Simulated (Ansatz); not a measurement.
# Pressure series in LaAlO3

Consider LaAlO3 in the cubic perovskite structure (space group Pm-3m, No. 221).

```yaml
crystal:
  lattice:
    - [3.81241, 0.00000, 0.00000]
    - [0.00000, 3.81241, 0.00000]
    - [0.00000, 0.00000, 3.81241]
  atoms:
    - { symbol: La, position: [0.00000, 0.00000, 0.00000] }
    - { symbol: Al, position: [0.50000, 0.50000, 0.50000] }
    - { symbol: O, position: [0.00000, 0.50000, 0.50000] }
    - { symbol: O, position: [0.50000, 0.50000, 0.00000] }
    - { symbol: O, position: [0.50000, 0.00000, 0.50000] }
```

Cell and atoms are relaxed at each pressure.

Method: Kohn–Sham DFT with the PBE functional, run in Ansatz (a quantum-chemistry and plane-wave program) with PAW and 420 eV plane waves, no SOC.

Question: Only one of these has a direct gap. Which?
(A) pressure 1.8 GPa
(B) pressure 60 GPa
(C) pressure −1 GPa
(D) pressure 4.2 GPa
(E) pressure 9 GPa

Answer: B, pressure 60 GPa. Computed: pressure −1 GPa: indirect, R → Γ; pressure 60 GPa: direct at Γ; pressure 9 GPa: indirect, R → Γ; pressure 1.8 GPa: indirect, R → Γ; pressure 4.2 GPa: indirect, R → Γ

Load acts through the strain it causes; cell and atoms are relaxed under it. Stability against distortions was not tested. Competing high-pressure phases were not computed. Many cubic perovskites are stable only at high temperature; tilts and polar distortions were not tested.
